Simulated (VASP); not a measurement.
The system is Ge.

```xyz
2
Lattice="0.0000 2.8289 2.8289 2.8289 0.0000 2.8289 2.8289 2.8289 0.0000" Properties=species:S:1:pos:R:3 pbc="T T T"
Ge    4.2434    4.2434    4.2434
Ge    2.8289    2.8289    2.8289
```

```yaml
Program: VASP 6.6.1
Task: relaxation of cell and atoms
Functional: BEEF-vdW
Potentials_or_basis: VASP PAW PBE potentials, release 64 (Ge_d)
Cutoff: 600 eV
k_mesh: 8 × 8 × 8
Occupations: fermi-dirac, width 0.05 eV
Spin: no spin polarisation
```

At the start: pressure 4.7 GPa; volume 22.64 Å³/atom.

Q: How do energy, volume and symmetry change on relaxing?

A: Over 3 steps the energy falls by 24.1 meV/atom and the volume is 24.39 Å³/atom (+7.7 %); space group Fd-3m (No. 227, to 0.05 Å).

Step by step:
```
step  energy change (eV)  largest force (eV/Å)  pressure (GPa)  volume (Å³)
   1              0.0000                0.0000            4.72        45.28
   2             -0.0446                0.0000           -0.98        49.79
   3             -0.0482                0.0000           -0.03        48.78
```

Final structure:
```
CELL_PARAMETERS angstrom
0.00000 2.90000 2.90000
2.90000 0.00000 2.90000
2.90000 2.90000 0.00000
ATOMIC_POSITIONS crystal
Ge 0.75000 0.75000 0.75000
Ge 0.50000 0.50000 0.50000
```

The cell as given is a measured one (22.64 Å³/atom); BEEF-vdW puts the equilibrium volume +7.7 % from it, thermal expansion not counted.

Caveat: the PAW data sets were made with another functional, which shifts forces and pressure a little.
